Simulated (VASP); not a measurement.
# Pt (Fm-3m) in VASP: notebook, part 2 of 2

VASP 6.6.1. The steps go on from the part before.

### Step 3. Band structure, PBE+D3(BJ)

This run uses another cell than the first one, of 15.12 Å³/atom, 0.994 times its volume.

File INCAR:

```
SYSTEM = Pt
ALGO     = Fast           ! electronic algorithm
EDIFF    = 1E-7           ! SCF threshold, eV
ENCUT    = 520            ! plane-wave cutoff, eV
GGA      = PE             ! functional
ICORELEVEL= 1            
ISIF     = 2              ! what is computed and relaxed
ISMEAR   = 1              ! smearing method
IVDW     = 12             ! dispersion correction
LASPH    = .TRUE.         ! aspherical terms in the spheres
LCHARG   = .FALSE.        ! write CHGCAR
LMAXMIX  = 4              ! l up to which the mixer works
LREAL    = .FALSE.        ! projectors in reciprocal space
LWAVE    = .FALSE.        ! write WAVECAR
NBANDS   = 11             ! bands
NELM     = 80             ! most SCF steps
PREC     = Accurate       ! precision mode
SIGMA    = 0.1            ! smearing width, eV
```

File KPOINTS:

```
k-points
0
G
  16 16 16
  0 0 0
```

File POSCAR:

```
Pt                                      
1.0
    0.0000000000      1.9627480676      1.9627480676
    1.9627480676      0.0000000000      1.9627480676
    1.9627480676      1.9627480676      0.0000000000
  Pt            
     1
Direct
     0.0000000000000000    0.0000000000000000    0.0000000000000000
```

File KPOINTS_OPT:

```
explicit points
106
Reciprocal
 0.0000000000  0.0000000000  0.0000000000 1
 0.0555555556  0.0000000000  0.0555555556 1
 0.1111111111  0.0000000000  0.1111111111 1
 0.1666666667  0.0000000000  0.1666666667 1
 0.2222222222  0.0000000000  0.2222222222 1
 0.2777777778  0.0000000000  0.2777777778 1
 0.3333333333  0.0000000000  0.3333333333 1
 0.3888888889  0.0000000000  0.3888888889 1
 0.4444444444  0.0000000000  0.4444444444 1
 0.5000000000  0.0000000000  0.5000000000 1
 0.5000000000  0.0000000000  0.5000000000 1
 0.5000000000  0.0277777778  0.5277777778 1
 0.5000000000  0.0555555556  0.5555555556 1
 0.5000000000  0.0833333333  0.5833333333 1
 0.5000000000  0.1111111111  0.6111111111 1
 0.5000000000  0.1388888889  0.6388888889 1
 0.5000000000  0.1666666667  0.6666666667 1
 0.5000000000  0.1944444444  0.6944444444 1
 0.5000000000  0.2222222222  0.7222222222 1
 0.5000000000  0.2500000000  0.7500000000 1
 0.5000000000  0.2500000000  0.7500000000 1
 0.4861111111  0.2638888889  0.7500000000 1
 0.4722222222  0.2777777778  0.7500000000 1
 0.4583333333  0.2916666667  0.7500000000 1
 0.4444444444  0.3055555556  0.7500000000 1
 0.4305555556  0.3194444444  0.7500000000 1
 0.4166666667  0.3333333333  0.7500000000 1
 0.4027777778  0.3472222222  0.7500000000 1
 0.3888888889  0.3611111111  0.7500000000 1
 0.3750000000  0.3750000000  0.7500000000 1
 0.3750000000  0.3750000000  0.7500000000 1
 0.3333333333  0.3333333333  0.6666666667 1
 0.2916666667  0.2916666667  0.5833333333 1
 0.2500000000  0.2500000000  0.5000000000 1
 0.2083333333  0.2083333333  0.4166666667 1
 0.1666666667  0.1666666667  0.3333333333 1
 0.1250000000  0.1250000000  0.2500000000 1
 0.0833333333  0.0833333333  0.1666666667 1
 0.0416666667  0.0416666667  0.0833333333 1
 0.0000000000  0.0000000000  0.0000000000 1
 0.0000000000  0.0000000000  0.0000000000 1
 0.0555555556  0.0555555556  0.0555555556 1
 0.1111111111  0.1111111111  0.1111111111 1
 0.1666666667  0.1666666667  0.1666666667 1
 0.2222222222  0.2222222222  0.2222222222 1
 0.2777777778  0.2777777778  0.2777777778 1
 0.3333333333  0.3333333333  0.3333333333 1
 0.3888888889  0.3888888889  0.3888888889 1
 0.4444444444  0.4444444444  0.4444444444 1
 0.5000000000  0.5000000000  0.5000000000 1
 0.5000000000  0.5000000000  0.5000000000 1
 0.5138888889  0.4722222222  0.5138888889 1
 0.5277777778  0.4444444444  0.5277777778 1
 0.5416666667  0.4166666667  0.5416666667 1
 0.5555555556  0.3888888889  0.5555555556 1
 0.5694444444  0.3611111111  0.5694444444 1
 0.5833333333  0.3333333333  0.5833333333 1
 0.5972222222  0.3055555556  0.5972222222 1
 0.6111111111  0.2777777778  0.6111111111 1
 0.6250000000  0.2500000000  0.6250000000 1
 0.6250000000  0.2500000000  0.6250000000 1
 0.6111111111  0.2500000000  0.6388888889 1
 0.5972222222  0.2500000000  0.6527777778 1
 0.5833333333  0.2500000000  0.6666666667 1
 0.5694444444  0.2500000000  0.6805555556 1
 0.5555555556  0.2500000000  0.6944444444 1
 0.5416666667  0.2500000000  0.7083333333 1
 0.5277777778  0.2500000000  0.7222222222 1
 0.5138888889  0.2500000000  0.7361111111 1
 0.5000000000  0.2500000000  0.7500000000 1
 0.5000000000  0.2500000000  0.7500000000 1
 0.5000000000  0.2777777778  0.7222222222 1
 0.5000000000  0.3055555556  0.6944444444 1
 0.5000000000  0.3333333333  0.6666666667 1
 0.5000000000  0.3611111111  0.6388888889 1
 0.5000000000  0.3888888889  0.6111111111 1
 0.5000000000  0.4166666667  0.5833333333 1
 0.5000000000  0.4444444444  0.5555555556 1
 0.5000000000  0.4722222222  0.5277777778 1
 0.5000000000  0.5000000000  0.5000000000 1
 0.5000000000  0.5000000000  0.5000000000 1
 0.4861111111  0.4861111111  0.5277777778 1
 0.4722222222  0.4722222222  0.5555555556 1
 0.4583333333  0.4583333333  0.5833333333 1
 0.4444444444  0.4444444444  0.6111111111 1
 0.4305555556  0.4305555556  0.6388888889 1
 0.4166666667  0.4166666667  0.6666666667 1
 0.4027777778  0.4027777778  0.6944444444 1
 0.3888888889  0.3888888889  0.7222222222 1
 0.3750000000  0.3750000000  0.7500000000 1
 0.6250000000  0.2500000000  0.6250000000 1
 0.6111111111  0.2222222222  0.6111111111 1
 0.5972222222  0.1944444444  0.5972222222 1
 0.5833333333  0.1666666667  0.5833333333 1
 0.5694444444  0.1388888889  0.5694444444 1
 0.5555555556  0.1111111111  0.5555555556 1
 0.5416666667  0.0833333333  0.5416666667 1
 0.5277777778  0.0555555556  0.5277777778 1
 0.5138888889  0.0277777778  0.5138888889 1
 0.5000000000  0.0000000000  0.5000000000 1
 0.0000000000  0.0000000000  0.0000000000 1
 0.3750000000  0.3750000000  0.7500000000 1
 0.5000000000  0.5000000000  0.5000000000 1
 0.6250000000  0.2500000000  0.6250000000 1
 0.5000000000  0.2500000000  0.7500000000 1
 0.5000000000  0.0000000000  0.5000000000 1
```

Potentials or basis: VASP PAW PBE potentials, release 64 (Pt).

Launch:

```
cat potpaw_PBE.64/Pt/POTCAR > POTCAR
mpirun -np 1 vasp_std > vasp.out
```

Run time: 14 s. Hardware: 1 thread of Intel Xeon 6975P-C (Granite Rapids), shared host; peak memory 0.17 GiB.

It converged, with:

```yaml
Free_energy: -6.8600 eV
Pressure: -0.1 GPa
Band_gap_along_the_path: none (metal or under the smearing width)
Dispersion_energy_per_atom: -0.777 eV
```

Levels at the corners of the path, in eV from the Fermi level:
```csv
point,band 2,band 3,band 4,band 5,band 6,band 7,band 8,band 9
Γ,-3.75,-3.75,-3.75,-1.60,-1.60,14.68,19.63,19.63
X,-6.57,0.03,0.51,0.51,1.81,8.88,11.42,11.42
X,-6.57,0.03,0.51,0.51,1.81,8.88,11.42,11.42
W,-4.51,-4.51,-1.97,0.51,7.13,8.29,8.29,12.05
W,-4.51,-4.51,-1.97,0.51,7.13,8.29,8.29,12.05
K,-5.42,-2.82,-1.29,-0.15,5.76,6.74,10.11,14.69
K,-5.42,-2.82,-1.29,-0.15,5.76,6.74,10.11,14.69
Γ,-3.75,-3.75,-3.75,-1.60,-1.60,14.68,19.63,19.63
Γ,-3.75,-3.75,-3.75,-1.60,-1.60,14.68,19.63,19.63
L,-3.81,-3.81,-0.43,0.06,0.06,5.85,14.24,18.99
L,-3.81,-3.81,-0.43,0.06,0.06,5.85,14.24,18.99
U,-5.42,-2.82,-1.29,-0.15,5.76,6.74,10.11,14.69
U,-5.42,-2.82,-1.29,-0.15,5.76,6.74,10.11,14.69
W,-4.51,-4.51,-1.97,0.51,7.13,8.29,8.29,12.05
W,-4.51,-4.51,-1.97,0.51,7.13,8.29,8.29,12.05
L,-3.81,-3.81,-0.43,0.06,0.06,5.85,14.24,18.99
L,-3.81,-3.81,-0.43,0.06,0.06,5.85,14.24,18.99
K,-5.42,-2.82,-1.29,-0.15,5.76,6.74,10.11,14.69
U,-5.42,-2.82,-1.29,-0.15,5.76,6.74,10.11,14.69
X,-6.57,0.03,0.51,0.51,1.81,8.88,11.42,11.42
```

Core levels (eV, on the scale of the bands):
```
atom                                                                                                                                    levels
1 Pt  1s -78387.2, 2s -13756.8, 2p -11917.1, 3s -3220.7, 3p -2685.2, 3d -2105.6, 4s -681.0, 4p -505.5, 4d -292.5, 4f -55.9, 5s -87.4, 5p -41.6
```

Caveat: spin-orbit coupling is left out, which moves the levels of the heavy elements; pairwise dispersion overbinds metals, which lowers pressure and volume.

### Step 4. Band structure, RPBE

This run uses another cell than the first one, of 15.87 Å³/atom, 1.043 times its volume.

File INCAR:

```
  PREC = Accurate
  ENCUT = 520
  EDIFF = 1E-7
  ISMEAR = 1
  SIGMA = 0.1
  LREAL = F
  LASPH = T
  NELM = 80
  ALGO = Normal
  ISIF = 2
  LWAVE = F
  LCHARG = F
  LMAXMIX = 4
  GGA = RP
  NBANDS = 11
  ICORELEVEL = 1
```

File KPOINTS:

```
regular mesh
0
Gamma
  16 16 16
```

File POSCAR:

```
Pt                                      
1.0
    0.0000000000      1.9947353864      1.9947353864
    1.9947353864      0.0000000000      1.9947353864
    1.9947353864      1.9947353864      0.0000000000
  Pt            
     1
Direct
     0.0000000000000000    0.0000000000000000    0.0000000000000000
```

File KPOINTS_OPT:

```
explicit points
206
Reciprocal
 0.0000000000  0.0000000000  0.0000000000 1
 0.0263157895  0.0000000000  0.0263157895 1
 0.0526315789  0.0000000000  0.0526315789 1
 0.0789473684  0.0000000000  0.0789473684 1
 0.1052631579  0.0000000000  0.1052631579 1
 0.1315789474  0.0000000000  0.1315789474 1
[... 198 lines left out ...]
 0.5000000000  0.2500000000  0.7500000000 1
 0.5000000000  0.0000000000  0.5000000000 1
```

Potentials or basis: VASP PAW PBE potentials, release 64 (Pt).

Launch:

```
cat potpaw_PBE.64/Pt/POTCAR > POTCAR
mpirun -np 1 vasp_std > vasp.out
```

OUTCAR:

```text
PREC = Accurate
   ENCUT = 520
   EDIFF = 1E-7
   ISMEAR = 1
   LREAL = F
   LASPH = T
   NELM = 80
   ISIF = 2
   GGA = RP

 ion  position               nearest neighbor table
   1  0.000  0.000  0.000-

  LATTYP: Found a face centered cubic cell.
 ALAT       =     3.9894707728

  Lattice vectors:

 A1 = (   0.0000000000,   1.9947353864,   1.9947353864)
 A2 = (   1.9947353864,   0.0000000000,   1.9947353864)
 A3 = (   1.9947353864,   1.9947353864,   0.0000000000)

Analysis of symmetry for initial positions (statically):
=====================================================================
 Subroutine PRICEL returns:
 Original cell was already a primitive cell.

 Routine SETGRP: Setting up the symmetry group for a
 face centered cubic supercell.

 Subroutine GETGRP returns: Found 48 space group operations
 (whereof 48 operations were pure point group operations)
 out of a pool of 48 trial point group operations.

The static configuration has the point symmetry O_h .

Analysis of symmetry for dynamics (positions and initial velocities):
=====================================================================
 Subroutine PRICEL returns:
 Original cell was already a primitive cell.

 Routine SETGRP: Setting up the symmetry group for a
 face centered cubic supercell.

 Subroutine GETGRP returns: Found 48 space group operations
 (whereof 48 operations were pure point group operations)
 out of a pool of 48 trial point group operations.

The dynamic configuration has the point symmetry O_h .

 Subroutine INISYM returns: Found 48 space group operations
 (whereof 48 operations are pure point group operations),
 and found     1 'primitive' translations

----------------------------------------------------------------------------------------
[... 115 lines left out ...]
   LORBIT       =      0    0 simple, 1 ext, 2 COOP (PROOUT), +10 PAW based schemes
   GGA     = RP    functional components
   LHFCALC =     F    Hartree Fock is set to
   AEXX    =    0.0000 exact exchange contribution
   IVDW    =     0    specifies the selected vdW correction
   LEPSILON=     F    determine dielectric tensor
   LRPA    =     F    only Hartree local field effects (RPA)
 non-spin polarized calculation
 Methfessel and Paxton  Order N= 1 SIGMA  =   0.10
  energy-cutoff  :      520.00
  volume of cell :       15.87
 maximum number of plane-waves:       444
 NGX is ok and might be reduce to    24
   NGX = 11   NGY = 11   NGZ = 11

 number of electron      10.0000001 magnetization

 Free energy of the ion-electron system (eV)
  ---------------------------------------------------
  ext. energy  EPLUGINS =         0.00000000
  ---------------------------------------------------
  free energy    TOTEN  =        -5.45524255 eV

  energy without entropy =       -5.45417253  energy(sigma->0) =       -5.45488587

 the core state eigenenergies are
   1-  1s -78387.9016  2s -13757.5386  2p -11917.8089  3s  -3221.4046  3p  -2685.9053
       3d  -2106.2757  4s   -681.7191  4p   -506.1639  4d   -293.2387  4f    -56.6502
       5s    -88.1313  5p    -42.2285

 E-fermi :  10.3562     XC(G=0): -13.1257

 val. band max:       10.3548347314   @ k =  -0.2500   0.1250   0.0000
 cond. band min:      10.3684907909   @ k =   0.5000   0.5000   0.0000
 fundamental gap:      0.0136560594
 Fermi energy:        10.3562044195

 k-point     1 :       0.0000    0.0000    0.0000
  band No.  band energies     occupation
      1       0.7718      2.00000
      2       6.9060      2.00000
      3       6.9060      2.00000
      4       6.9060      2.00000
      5       8.8746      2.00000
      6       8.8746      2.00000
      7      25.1370      0.00000
      8      29.8397      0.00000
      9      29.8397      0.00000
     10      29.8397      0.00000
     11      34.9899      0.00000
[... 267 lines left out ...]
 k-point    21 :      -0.2500    0.0625    0.0000
  band No.  band energies     occupation
      1       3.0835      2.00000
      2       6.5490      2.00000
      3       7.2178      2.00000
      4       7.3082      2.00000
      5       8.8462      2.00000
      6       9.5925      2.00000

------------------------ aborting loop because EDIFF is reached ----------------------------------------

  FORCE on cell =-STRESS in cart. coord.  units (eV):
  Direction    XX          YY          ZZ          XY          YZ          ZX
  --------------------------------------------------------------------------------------
  -------------------------------------------------------------------------------------
  Total       -0.0125901     -0.0125901     -0.0125901      0.0000000     -0.0000000      0.0000000
  in kB       -1.2707283     -1.2707283     -1.2707283      0.0000000     -0.0000000      0.0000000
  external PRESSURE =      -1.2707283 kB  Pullay stress =       0.0000000 kB

 VOLUME and BASIS-vectors are now :
 -----------------------------------------------------------------------------
  energy-cutoff  :      520.00
  volume of cell :       15.87
      direct lattice vectors                 reciprocal lattice vectors
     0.000000000  1.994735386  1.994735386    -0.250659814  0.250659814  0.250659814
     1.994735386  0.000000000  1.994735386     0.250659814 -0.250659814  0.250659814
     1.994735386  1.994735386  0.000000000     0.250659814  0.250659814 -0.250659814

 POSITION                                       TOTAL-FORCE (eV/Angst)
 -----------------------------------------------------------------------------------
      0.00000      0.00000      0.00000         0.000000      0.000000      0.000000
 -----------------------------------------------------------------------------------
    total drift:                               -0.000000      0.000000     -0.000000

  FREE ENERGIE OF THE ION-ELECTRON SYSTEM (eV)
  ---------------------------------------------------
  free  energy   TOTEN  =        -5.4552425457 eV

  energy  without entropy=       -5.4541725318  energy(sigma->0) =       -5.45488587
```

OSZICAR:

```text
N       E                     dE             d eps       ncg     rms          rms(c)
DAV:   1     0.392167251032E+02    0.39217E+02   -0.53442E+03  3270   0.839E+02
DAV:   2    -0.518453113374E+01   -0.44401E+02   -0.42431E+02  3654   0.175E+02
DAV:   3    -0.579049900510E+01   -0.60597E+00   -0.60199E+00  3733   0.192E+01
[... 17 lines left out ...]
DAV:   8     0.103801769103E+05   -0.59608E-08     2913
       N       E                     dE             ncg
DAV:   1     0.393289079017E+05   -0.22456E+05     1374
DAV:   2     0.364798406032E+05   -0.28491E+04     1537
DAV:   3     0.364436409043E+05   -0.36200E+02     1504
DAV:   4     0.364434549386E+05   -0.18597E+00     1613
DAV:   5     0.364434530667E+05   -0.18719E-02     1567
DAV:   6     0.364434530437E+05   -0.23026E-04     1655
DAV:   7     0.364434530434E+05   -0.27498E-06     1542
DAV:   8     0.364434530434E+05   -0.40163E-08     1248
```

It took 14 s on 1 thread of Intel Xeon 6975P-C (Granite Rapids), shared host; peak memory 0.17 GiB.

Results:

- Free energy: -5.4552 eV
- Pressure: -0.1 GPa
- Band gap along the path: none (metal or under the smearing width)

Levels at the corners of the path, in eV from the Fermi level:
```csv
point,band 1,band 2,band 3,band 4,band 5,band 6,band 7,band 8,band 9,band 10
Γ,-9.58,-3.45,-3.45,-3.45,-1.48,-1.48,14.78,19.48,19.48,19.48
X,-6.49,-6.06,0.01,0.46,0.46,1.94,8.40,11.29,11.29,19.56
X,-6.49,-6.06,0.01,0.46,0.46,1.94,8.40,11.29,11.29,19.56
W,-5.17,-4.15,-4.15,-1.80,0.47,6.84,8.08,8.08,11.65,24.12
W,-5.17,-4.15,-4.15,-1.80,0.47,6.84,8.08,8.08,11.65,24.12
K,-5.73,-5.00,-2.58,-1.18,-0.14,5.62,6.52,9.72,14.36,19.55
K,-5.73,-5.00,-2.58,-1.18,-0.14,5.62,6.52,9.72,14.36,19.55
Γ,-9.58,-3.45,-3.45,-3.45,-1.48,-1.48,14.78,19.48,19.48,19.48
Γ,-9.58,-3.45,-3.45,-3.45,-1.48,-1.48,14.78,19.48,19.48,19.48
L,-6.75,-3.51,-3.51,-0.21,0.05,0.05,5.51,14.34,18.68,18.68
L,-6.75,-3.51,-3.51,-0.21,0.05,0.05,5.51,14.34,18.68,18.68
U,-5.73,-5.00,-2.58,-1.18,-0.14,5.62,6.52,9.72,14.36,19.55
U,-5.73,-5.00,-2.58,-1.18,-0.14,5.62,6.52,9.72,14.36,19.55
W,-5.17,-4.15,-4.15,-1.80,0.47,6.84,8.08,8.08,11.65,24.12
W,-5.17,-4.15,-4.15,-1.80,0.47,6.84,8.08,8.08,11.65,24.12
L,-6.75,-3.51,-3.51,-0.21,0.05,0.05,5.51,14.34,18.68,18.68
L,-6.75,-3.51,-3.51,-0.21,0.05,0.05,5.51,14.34,18.68,18.68
K,-5.73,-5.00,-2.58,-1.18,-0.14,5.62,6.52,9.72,14.36,19.55
U,-5.73,-5.00,-2.58,-1.18,-0.14,5.62,6.52,9.72,14.36,19.55
X,-6.49,-6.06,0.01,0.46,0.46,1.94,8.40,11.29,11.29,19.56
```

Core levels (eV, on the scale of the bands):
```csv
atom,levels
1 Pt,"1s -78387.9, 2s -13757.5, 2p -11917.8, 3s -3221.4, 3p -2685.9, 3d -2106.3, 4s -681.7, 4p -506.2, 4d -293.2, 4f -56.7, 5s -88.1, 5p -42.2"
```

Caveat: the PAW data sets were made with another functional, which shifts forces and pressure a little; spin-orbit coupling is left out, which moves the levels of the heavy elements.

### Step 5. Overview

```tsv
level	cell	pressure (GPa)
r2SCAN+rVV10	Fm-3m, 15.22 Å³/atom	0.0
PBE+D3(BJ)	Fm-3m, 15.12 Å³/atom	-0.1
RPBE	Fm-3m, 15.87 Å³/atom	-0.1
```

Alike in all rows: task band structure; potentials or basis VASP PAW PBE potentials, release 64 (Pt); no spin polarisation; k mesh 16 × 16 × 16; cutoff (eV) 520; smearing methfessel-paxton 0.1 eV.

Caveats: spin-orbit coupling is left out, which moves the levels of the heavy elements; the PAW data sets were made with another functional, which shifts forces and pressure a little (some runs); pairwise dispersion overbinds metals, which lowers pressure and volume (some runs).

Total energies depend on the potentials used, so only differences within one code and one set of settings carry meaning.
